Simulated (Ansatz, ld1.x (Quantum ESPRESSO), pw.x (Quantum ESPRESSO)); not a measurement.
## tungsten: does the TM potential hold in the solid?

tungsten (W), norm-conserving Troullier–Martins (Kleinman–Bylander form), made with ld1.x (Quantum ESPRESSO) 7.5 (PBE, scalar-relativistic). Core [Xe] 4f14, reference 5d4 6s2 6p0. Waves: 6p (bound, empty): rc 3.10 bohr; 5d (bound): rc 1.65 bohr; 6s (bound): rc 2.90 bohr. Local part: the s channel. Core correction: Bessel-smoothed model core inside 1.00 bohr.

Atomic tests: cutoffs needed: 30 Ry and 45 Ry (the cutoffs (Ry, on a coarse ladder) from which the occupation-weighted sum of valence levels, in a spherical-Bessel basis at the reference potential, stays within 10 and 1 mRy of its value at 400 Ry); ghost test: no extra level below or beside the all-electron valence levels (p, d, s, f tested) (spherical-Bessel basis up to 400 Ry, 20 bohr box); largest excitation error: -208 meV (all-electron minus pseudo) for 5d3 6s0 6p0, out of 7 test configurations.

Crystal test: fcc W in pw.x 7.5, no spin, 14³ k-points, Fermi–Dirac smearing 0.01 Ry, cutoffs 55/220 Ry. The lattice is a test structure that the element need not adopt, and mesh and smearing are coarse.

pw.x input:

```
&control
  calculation='scf', prefix='x', pseudo_dir='./', outdir='./tmp', tstress=.true., disk_io='none'
/
&system
  ibrav=0, nat=1, ntyp=1, ecutwfc=55, ecutrho=220, nbnd=10,
  occupations='smearing', smearing='fd', degauss=0.01
/
&electrons
  conv_thr=1e-09, mixing_beta=0.4, electron_maxstep=70
/
ATOMIC_SPECIES
W 1.0 W.UPF
CELL_PARAMETERS angstrom
  0.00000000 2.01972156 2.01972156
  2.01972156 0.00000000 2.01972156
  2.01972156 2.01972156 0.00000000
ATOMIC_POSITIONS crystal
W 0.0000 0.0000 0.0000
K_POINTS automatic
14 14 14 0 0 0
```

```bash
pw.x < W.scf.in > W.scf.out
```

Problem. How does the run end?

Solution. It converges; the pressure is 4.70 GPa against -0.06 GPa from all-electron LAPW. The largest radius (3.10 bohr) exceeds half the bond length (2.70 bohr), so the spheres overlap, which is one possible source of error among others. This is a poor potential for the solid. The log shows:

```
     charge density cutoff     =     220.0000  Ry
     scf convergence threshold =      1.0E-09
     Exchange-correlation= PBE
     number of k points=   104  Fermi-Dirac smearing, width (Ry)=  0.0100
     iteration #  1     ecut=    55.00 Ry     beta= 0.40
     total energy              =     -69.89376122 Ry
     estimated scf accuracy    <       0.03654016 Ry
     iteration #  2     ecut=    55.00 Ry     beta= 0.40
     total energy              =     -69.89255573 Ry
     estimated scf accuracy    <       0.00616414 Ry
     iteration #  3     ecut=    55.00 Ry     beta= 0.40
     total energy              =     -69.89346858 Ry
     estimated scf accuracy    <       0.00011897 Ry
     iteration #  4     ecut=    55.00 Ry     beta= 0.40
     total energy              =     -69.89347677 Ry
     estimated scf accuracy    <       0.00001229 Ry
     iteration #  5     ecut=    55.00 Ry     beta= 0.40
     total energy              =     -69.89347934 Ry
     estimated scf accuracy    <       0.00000091 Ry
     iteration #  6     ecut=    55.00 Ry     beta= 0.40
     total energy              =     -69.89347948 Ry
     estimated scf accuracy    <          2.6E-09 Ry
     iteration #  7     ecut=    55.00 Ry     beta= 0.40
     total energy              =     -69.89347948 Ry
     estimated scf accuracy    <          1.0E-09 Ry
     iteration #  8     ecut=    55.00 Ry     beta= 0.40
     the Fermi energy is    14.4731 ev
!    total energy              =     -69.89347948 Ry
     estimated scf accuracy    <          1.2E-11 Ry
     smearing contrib. (-TS)   =      -0.00526810 Ry
     The total energy is F=E-TS. E is the sum of the following terms:
     one-electron contribution =      11.62974096 Ry
     hartree contribution      =       0.17837950 Ry
     xc contribution           =     -60.07370705 Ry
     ewald contribution        =     -21.62262480 Ry
     convergence has been achieved in   8 iterations
          total   stress  (Ry/bohr**3)                   (kbar)     P=       47.01
     Message from routine punch:
     Nothing written, as per user request (disk_io='none')
```
